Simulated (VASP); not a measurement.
# Mn (P6_3/mmc) in VASP: notebook

Runs on Mn. Level: PBE. Tasks: relaxation of cell and atoms, single point.

All numbers are computed with VASP 6.6.1; they aren't measurements. Logs are shortened: lines on timing, memory, paths and dates and some standing lists are left out, and cuts for length are marked.

## 1. Starting point

The structure is hexagonal, space group P6_3/mmc (No. 194). Conventional cell: a = 2.877 Å, b = 2.877 Å, c = 7.835 Å, α = 90.00°, β = 90.00°, γ = 120.00°. Mn (site symmetry -6m2) has 3 Mn at 1.66 Å as nearest neighbours. Mn (site symmetry -6m2) has 3 Mn at 1.66 Å as nearest neighbours.

The cell was built by a generator and needn't be a form met in nature.

## 2. Relaxation of cell and atoms, PBE

Input file INCAR:

```
PREC = Accurate
ENCUT = 600
EDIFF = 1E-7
ISMEAR = 0
SIGMA = 0.1
LREAL = False
LASPH = True
NELM = 100
ALGO = Normal
ISIF = 3
LWAVE = False
LCHARG = False
GGA = PE
IBRION = 2
NSW = 90
EDIFFG = -0.04
```

Input file KPOINTS:

```
Automatic mesh
0
Gamma
  9 9 2
```

Input file POSCAR:

```
Mn
1.0
    2.8767339869      0.0000000000      0.0000000000
   -1.4383669934      2.4913247126      0.0000000000
    0.0000000000      0.0000000000      7.8350072000
Mn
4
Direct
    0.0000000000      0.0000000000      0.2500000000
    0.0000000000      0.0000000000      0.7500000000
    0.3333333333      0.6666666667      0.7500000000
    0.6666666667      0.3333333333      0.2500000000
```

Potentials or basis: VASP PAW PBE potentials, release 64 (Mn_pv).

Launch:

```bash
> cat potpaw_PBE.64/Mn_pv/POTCAR > POTCAR
> mpirun -np 1 vasp_std > vasp.out
```

OUTCAR:

```text
PREC = Accurate
   ENCUT = 600
   EDIFF = 1E-7
   ISMEAR = 0
   LREAL = False
   LASPH = True
   NELM = 100
   ISIF = 3
   GGA = PE
   IBRION = 2
   NSW = 90
   EDIFFG = -0.04

 ion  position               nearest neighbor table
   1  0.000  0.000  0.250-   4 1.66   4 1.66   4 1.66
   2  0.000  0.000  0.750-   3 1.66   3 1.66   3 1.66
   3  0.333  0.667  0.750-   2 1.66   2 1.66   2 1.66
   4  0.667  0.333  0.250-   1 1.66   1 1.66   1 1.66

  LATTYP: Found a hexagonal cell.
 ALAT       =     2.8767339869
 C/A-ratio  =     2.7235772357

  Lattice vectors:

 A1 = (   2.8767339869,   0.0000000000,   0.0000000000)
 A2 = (  -1.4383669934,   2.4913247126,   0.0000000000)
 A3 = (   0.0000000000,   0.0000000000,   7.8350072000)

Analysis of symmetry for initial positions (statically):
=====================================================================
 Subroutine PRICEL returns:
 Original cell was already a primitive cell.

 Routine SETGRP: Setting up the symmetry group for a
 hexagonal supercell.

 Subroutine GETGRP returns: Found 24 space group operations
 (whereof 12 operations were pure point group operations)
 out of a pool of 24 trial point group operations.

The static configuration has the point symmetry D_3d.
 The point group associated with its full space group is D_6h.

Analysis of symmetry for dynamics (positions and initial velocities):
=====================================================================
 Subroutine PRICEL returns:
 Original cell was already a primitive cell.

 Routine SETGRP: Setting up the symmetry group for a
 hexagonal supercell.

 Subroutine GETGRP returns: Found 24 space group operations
 (whereof 12 operations were pure point group operations)
 out of a pool of 24 trial point group operations.

The dynamic configuration has the point symmetry D_3d.
 The point group associated with its full space group is D_6h.

 Subroutine INISYM returns: Found 24 space group operations
 (whereof 12 operations are pure point group operations),
 and found     1 'primitive' translations

----------------------------------------------------------------------------------------

                                     Primitive cell
[... 84 lines left out ...]
 SYSTEM =  unknown system
   PREC   = accura    normal or accurate (medium, high low for compatibility)
   ISTART =      0    job   : 0-new  1-cont  2-samecut
   ICHARG =      2    charge: 1-file 2-atom 10-const
   ISPIN  =      1    spin polarized calculation?
   LNONCOLLINEAR =      F non collinear calculations
   LSORBIT =      F    spin-orbit coupling
   LASPH  =      T    aspherical Exc in radial PAW
   ENCUT  =  600.0 eV  44.10 Ry    6.64 a.u.   5.75  5.75 15.65*2*pi/ulx,y,z
   NELM   =    100;   NELMIN=  2; NELMDL= -5     # of ELM steps
   EDIFF  = 0.1E-06   stopping-criterion for ELM
   LREAL  =      F    real-space projection
   EDIFFG = -.4E-01   stopping-criterion for IOM
   NSW    =     90    number of steps for IOM
   IBRION =      2    ionic relax: 0-MD 1-quasi-New 2-CG
   NFREE  =      1    steps in history (QN), initial steepest desc. (CG)
   ISIF   =      3    stress and relaxation
   ISYM   =      2    0-nonsym 1-usesym 2-fastsym
   POTIM  = 0.5000    time-step for ionic-motion
   TEBEG  =    0.0;   TEEND  =   0.0 temperature during run
   PSTRESS=    0.0 pullay stress
   NELECT =      52.0000    total number of electrons
   NUPDOWN=      -1.0000    fix difference up-down
   EMIN   =  10.00;   EMAX   =-10.00  energy-range for DOS
   EFERMI =   0.00;   METHOD = LEGACY
   ISMEAR =     0;   SIGMA  =   0.10  broadening in eV -4-tet -1-fermi 0-gaus
   EFERMI_NEDOS =   21; number of points for ismear=-14 and -15
   IALGO  =     38    algorithm
   IMIX   =      4    mixing-type and parameters
     AMIX     =   0.40;   BMIX     =  1.00
     AMIX_MAG =   1.60;   BMIX_MAG =  1.00
  volume/ion in A,a.u.               =      14.04        94.73
  Fermi-wavevector in a.u.,A,eV,Ry     =   1.595706  3.015447 34.644198  2.546277
  Thomas-Fermi vector in A             =   2.693583
   LORBIT       =      0    0 simple, 1 ext, 2 COOP (PROOUT), +10 PAW based schemes
   GGA     = PE    functional components
   LHFCALC =     F    Hartree Fock is set to
   AEXX    =    0.0000 exact exchange contribution
   IVDW    =     0    specifies the selected vdW correction
   LEPSILON=     F    determine dielectric tensor
   LRPA    =     F    only Hartree local field effects (RPA)
 conjugate gradient relaxation of ions
 non-spin polarized calculation
 Gauss-broadening in eV      SIGMA  =   0.10
  energy-cutoff  :      600.00
  volume of cell :       56.15
 maximum number of plane-waves:      1886
 NGX is ok and might be reduce to    24
   NGX = 11   NGY = 11   NGZ = 31

--------------------------------------- Ionic step        1  -------------------------------------------

 number of electron      52.0000011 magnetization

 Free energy of the ion-electron system (eV)
  ---------------------------------------------------
  ext. energy  EPLUGINS =         0.00000000
  ---------------------------------------------------
  free energy    TOTEN  =       -11.28181012 eV

  energy without entropy =      -11.25730111  energy(sigma->0) =      -11.26955561

------------------------ aborting loop because EDIFF is reached ----------------------------------------

  FORCE on cell =-STRESS in cart. coord.  units (eV):
  Direction    XX          YY          ZZ          XY          YZ          ZX
  --------------------------------------------------------------------------------------
  -------------------------------------------------------------------------------------
  Total       86.6534738     86.6534738     -1.5346610      0.0000000     -0.0000000      0.0000000
  in kB     2472.4477355   2472.4477355    -43.7878491      0.0000000     -0.0000000      0.0000000
  external PRESSURE =    1633.7025406 kB  Pullay stress =       0.0000000 kB
[... 2567 lines left out ...]
     30      17.0485      0.00000
     31      17.9288      0.00000

[... ionic steps 4 to 17 ...]

--------------------------------------- Ionic step       18  -------------------------------------------

 number of electron      52.0000025 magnetization

------------------------ aborting loop because EDIFF is reached ----------------------------------------
[... 71 lines left out ...]
--------------------------------------- Ionic step       20  -------------------------------------------

 number of electron      52.0000087 magnetization

 Free energy of the ion-electron system (eV)
  ---------------------------------------------------
  ext. energy  EPLUGINS =         0.00000000
  ---------------------------------------------------
  free energy    TOTEN  =       -32.21729564 eV

  energy without entropy =      -32.19770170  energy(sigma->0) =      -32.20749867

 E-fermi :   8.2783     XC(G=0): -12.6752

 val. band max:        8.2327032896   @ k =   0.3333   0.3333   0.5000
 cond. band min:       8.3267561247   @ k =   0.1111   0.1111   0.5000
 fundamental gap:      0.0940528351
 Fermi energy:         8.2782769715
[... 845 lines left out ...]
  FREE ENERGIE OF THE ION-ELECTRON SYSTEM (eV)
  ---------------------------------------------------
  free  energy   TOTEN  =       -32.2172956359 eV

  energy  without entropy=      -32.1977016962  energy(sigma->0) =      -32.20749867

 reached required accuracy - stopping structural energy minimisation
```

CONTCAR:

```text
Mn
   1.00000000000000
     3.6936085358398918    0.0000000000177215   -0.0000000000000000
    -1.8468042678404006    3.1987588236910676   -0.0000000000000000
     0.0000000000000000    0.0000000000000000    4.4000618547558794
  Mn
     4
Direct
     0.0000000000000000    0.0000000000000000    0.2500000000000000
     0.0000000000000000    0.0000000000000000    0.7500000000000000
     0.3333333332999970    0.6666666667000030    0.7500000000000000
     0.6666666667000030    0.3333333332999970    0.2500000000000000

  0.00000000E+00  0.00000000E+00  0.00000000E+00
  0.00000000E+00  0.00000000E+00  0.00000000E+00
  0.00000000E+00  0.00000000E+00  0.00000000E+00
  0.00000000E+00  0.00000000E+00  0.00000000E+00
```

It took 10 min on 1 thread of Intel Xeon 6975P-C (Granite Rapids), shared host; peak memory 0.21 GiB.

Results:

| Property | Result |
| --- | --- |
| Free energy | -32.2173 eV |
| Relaxed volume | 13.00 Å³/atom |
| Relaxed cell | a = 3.694 Å, b = 3.694 Å, c = 4.400 Å, α = 90.00°, β = 90.00°, γ = 120.00° |
| Space group after relaxing (to 0.05 Å) | P6_3/mmc (No. 194) |
| Energy gained by relaxing | 5233.9 meV/atom |
| Ionic steps | 20 |
| Pressure after relaxing | 0.0 GPa |
| Band gap on the k mesh | none (metal or under the smearing width) |

The path:
```
step  energy change (eV)  largest force (eV/Å)  pressure (GPa)  volume (Å³)
   1              0.0000                0.0000          163.37        56.15
   2             33.8564                0.0000          -99.08       230.51
   3             -9.5222                0.0000          -20.85       131.86
   4            -12.0833                0.0000          -18.70       114.62
   5            -14.3433                0.0000           10.18        78.01
   6            -14.6103                0.0000          -10.26        91.53
   7            -14.7880                0.0000           -5.53        86.77
   8            -14.7964                0.0000           -3.93        85.51
   9            -15.3000                0.0000           -5.36        80.31
  10            -18.3989                0.0000          -10.34        64.49
  11              2.2566                0.0000          308.55        31.81
  12            -19.2510                0.0000           -9.56        60.76
  13            -20.4559                0.0000           27.97        46.42
  14            -20.6866                0.0000            1.25        52.58
  15            -20.8210                0.0000            7.39        50.55
  16            -20.8273                0.0000           10.06        49.83
  17            -20.7482                0.0000            3.38        51.15
  18            -20.9033                0.0000            6.23        50.42
  19            -20.9227                0.0000           -3.57        53.02
  20            -20.9355                0.0000            0.00        51.99
```

Final structure:
```
Mn
1.0
     3.69361    0.00000    0.00000
    -1.84680    3.19876    0.00000
     0.00000    0.00000    4.40006
Mn
4
Direct
  0.00000 0.00000 0.25000
  0.00000 0.00000 0.75000
  0.33333 0.66667 0.75000
  0.66667 0.33333 0.25000
```

Caveat: the k mesh is coarse (spacing up to 0.40 Å⁻¹), so the values aren't converged; the run has no spin polarisation, though such a crystal can be magnetic. Spin polarisation is off, so any magnetic state and its effect on volume and gap are missing.

## 3. Single point, PBE, collinear spin, typed start

Input file INCAR:

```
SYSTEM = Mn
ALGO = Normal
EDIFF = 1E-6
ENCUT = 520
GGA = PE
ISIF = 2
ISMEAR = 0
ISPIN = 2
LASPH = .TRUE.
LCHARG = .TRUE.
LELF = .TRUE.
LMAXMIX = 4
LORBIT = 11
LREAL = .FALSE.
LVHAR = .TRUE.
LWAVE = .FALSE.
MAGMOM = 4 4 4 4
NBANDS = 38
NELM = 150
PREC = Accurate
SIGMA = 0.1
```

Input file KPOINTS:

```
k-points
0
G
  9 9 4
  0 0 0
```

POSCAR is that of step 2.

Potentials or basis: VASP PAW PBE potentials, release 64 (Mn_pv).

Launch:

```bash
> cat potpaw_PBE.64/Mn_pv/POTCAR > POTCAR
> mpirun -np 1 vasp_std > vasp.out
```

OUTCAR:

```text
SYSTEM = Mn
   EDIFF = 1E-6
   ENCUT = 520
   GGA = PE
   ISIF = 2
   ISMEAR = 0
   ISPIN = 2
   LASPH = .TRUE.
   LORBIT = 11
   LREAL = .FALSE.
   NELM = 150
   PREC = Accurate

 ion  position               nearest neighbor table
   1  0.000  0.000  0.250-   4 1.66   4 1.66   4 1.66
   2  0.000  0.000  0.750-   3 1.66   3 1.66   3 1.66
   3  0.333  0.667  0.750-   2 1.66   2 1.66   2 1.66
   4  0.667  0.333  0.250-   1 1.66   1 1.66   1 1.66

  LATTYP: Found a hexagonal cell.
 ALAT       =     2.8767339869
 C/A-ratio  =     2.7235772357

  Lattice vectors:

 A1 = (   2.8767339869,   0.0000000000,   0.0000000000)
 A2 = (  -1.4383669934,   2.4913247126,   0.0000000000)
 A3 = (   0.0000000000,   0.0000000000,   7.8350072000)

Analysis of symmetry for initial positions (statically):
=====================================================================
 Subroutine PRICEL returns:
 Original cell was already a primitive cell.

 Routine SETGRP: Setting up the symmetry group for a
[... 2177 lines left out ...]

  FORCE on cell =-STRESS in cart. coord.  units (eV):
  Direction    XX          YY          ZZ          XY          YZ          ZX
  --------------------------------------------------------------------------------------
  -------------------------------------------------------------------------------------
  Total       86.7373659     86.7373659     -1.5677396      0.0000000     -0.0000000      0.0000000
  in kB     2474.8413932   2474.8413932    -44.7316652      0.0000000     -0.0000000      0.0000000
  external PRESSURE =    1634.9837071 kB  Pullay stress =       0.0000000 kB

 VOLUME and BASIS-vectors are now :
 -----------------------------------------------------------------------------
  energy-cutoff  :      520.00
  volume of cell :       56.15
      direct lattice vectors                 reciprocal lattice vectors
     2.876733987  0.000000000  0.000000000     0.347616430  0.200696440  0.000000000
    -1.438366993  2.491324713  0.000000000     0.000000000  0.401392879  0.000000000
     0.000000000  0.000000000  7.835007200     0.000000000  0.000000000  0.127632301

 POSITION                                       TOTAL-FORCE (eV/Angst)
 -----------------------------------------------------------------------------------
      0.00000      0.00000      1.95875         0.000000     -0.000000      0.000000
      0.00000      0.00000      5.87626        -0.000000      0.000000      0.000000
     -0.00000      1.66088      5.87626        -0.000000     -0.000000      0.000000
      1.43837      0.83044      1.95875         0.000000      0.000000     -0.000000
 -----------------------------------------------------------------------------------
    total drift:                                0.000000     -0.000000      0.000000

  FREE ENERGIE OF THE ION-ELECTRON SYSTEM (eV)
  ---------------------------------------------------
  free  energy   TOTEN  =       -11.2791820223 eV

  energy  without entropy=      -11.2499811569  energy(sigma->0) =      -11.26458159

 total charge

# of ion       s       p       d       tot
------------------------------------------
    1        0.507   6.525   6.230  13.263
    2        0.507   6.525   6.230  13.263
    3        0.504   6.525   6.233  13.262
    4        0.504   6.525   6.233  13.262
--------------------------------------------------
tot          2.021  26.102  24.927  53.049

 magnetization (x)

# of ion       s       p       d       tot
------------------------------------------
    1        0.000   0.000   0.000   0.000
    2        0.000   0.000   0.000   0.000
    3        0.000   0.000   0.001   0.001
    4        0.000   0.000   0.001   0.001
--------------------------------------------------
tot          0.000   0.000   0.001   0.002
```

OSZICAR:

```text
N       E                     dE             d eps       ncg     rms          rms(c)
DAV:   1     0.710378805747E+03    0.71038E+03   -0.32191E+04  5560   0.192E+03
DAV:   2     0.383887271682E+02   -0.67199E+03   -0.63561E+03  5496   0.542E+02
[... 16 lines left out ...]
DAV:  19    -0.112790973118E+02   -0.83159E-04   -0.16998E-04  5798   0.839E-02    0.339E-02
DAV:  20    -0.112791368719E+02   -0.39560E-04   -0.64908E-05  5828   0.454E-02    0.248E-02
DAV:  21    -0.112791500196E+02   -0.13148E-04   -0.41796E-04  5568   0.128E-01    0.144E-02
DAV:  22    -0.112791796550E+02   -0.29635E-04   -0.29496E-05  5640   0.450E-02    0.662E-03
DAV:  23    -0.112791822238E+02   -0.25688E-05   -0.98650E-06  4764   0.259E-02    0.343E-03
DAV:  24    -0.112791820223E+02    0.20155E-06   -0.57356E-07  3146   0.604E-03
   1 F= -.11279182E+02 E0= -.11264582E+02  d E =-.292009E-01  mag=     0.0007
```

Run time: 1.9 min. Hardware: 1 thread of Intel Xeon 6975P-C (Granite Rapids), shared host; peak memory 0.27 GiB.

What came out:

```yaml
Free_energy: -11.2792 eV
Pressure: 163.5 GPa
Band_gap_on_the_k_mesh: none (metal or under the smearing width)
Net_moment: 0.00 μB per cell
All_electrons_inside_the_program's_atomic_spheres: Mn 13.26
```

Caveat: the starting moments collapsed, and a magnetic state may lie lower; a pressure of tens of GPa on the cell as given is suspect, and the run, the potentials or the cell itself is likely at fault.
